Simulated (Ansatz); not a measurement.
# AlN: the cost of one run

Computed with Ansatz 0.2.0 (DFT LDA, scalar-relativistic, unless a step's input says otherwise).

## 1. The starting structure

Symmetry: Fm-3m, No. 225, cubic system. Conventional cell: a = 3.956 Å, b = 3.956 Å, c = 3.956 Å, α = 90.00°, β = 90.00°, γ = 90.00°. Al (site symmetry m-3m) is surrounded by 6 N at 1.98 Å. N (site symmetry m-3m) is surrounded by 6 Al at 1.98 Å.

As a file:

```xyz
2
Lattice="0.0000 1.9780 1.9780 1.9780 0.0000 1.9780 1.9780 1.9780 0.0000" Properties=species:S:1:pos:R:3 pbc="T T T"
Al    0.0000    0.0000    0.0000
N     1.9780    1.9780    1.9780
```

Atoms are numbered in the order of the input: Al1, N2.

## 2. The deformed structure

Space group Fm-3m before, I4/mmm after.

## 3. Full-potential LAPW

Contents of input.yaml:

```yaml
crystal:
  lattice:
    - [0.0, 1.978, 1.95822]
    - [1.978, 0.0, 1.95822]
    - [1.978, 1.978, 0.0]
  atoms:
    - { symbol: Al, position: [0.0, 0.0, 0.0] }
    - { symbol: "N", position: [0.5, 0.5, 0.5] }
kpoints:
  mp_grid: { grid: [12, 12, 12] }
  band_path:
    path:
      - [0.0, 0.0, 0.0]
      - [0.0, 0.5, 0.5]
      - [0.25, 0.75, 0.5]
      - [0.0, 0.5, 0.0]
      - [0.0, 0.0, 0.0]
      - [0.5, 0.5, 0.0]
      - [0.3775380063, 0.6224619937, 0.0]
      - [-0.3775380063, 0.3775380063, 0.0]
      - [0.0, 0.0, 0.0]
    npoints: 5
scf:
  occupations: { method: fermi_dirac, width: 0.01 }
hamiltonian:
  xc: lda
  pseudopotentials: { kind: all_electron, lapw: { basis_error: 0.0005 } }
output:
  forces: true
  stress: true
  eigenvalues: true
```

On the command line:

```sh
ansatz run input.yaml --threads 1 --pin off --max-ram 3072MiB --backend cpu --events-out ev --progress --plain --runs-dir out
```

**Question.** How long does this run take on 1 thread of Arm Neoverse V2, shared host, and how much memory does it need?

About 15 s, with a peak of 0.42 GiB.
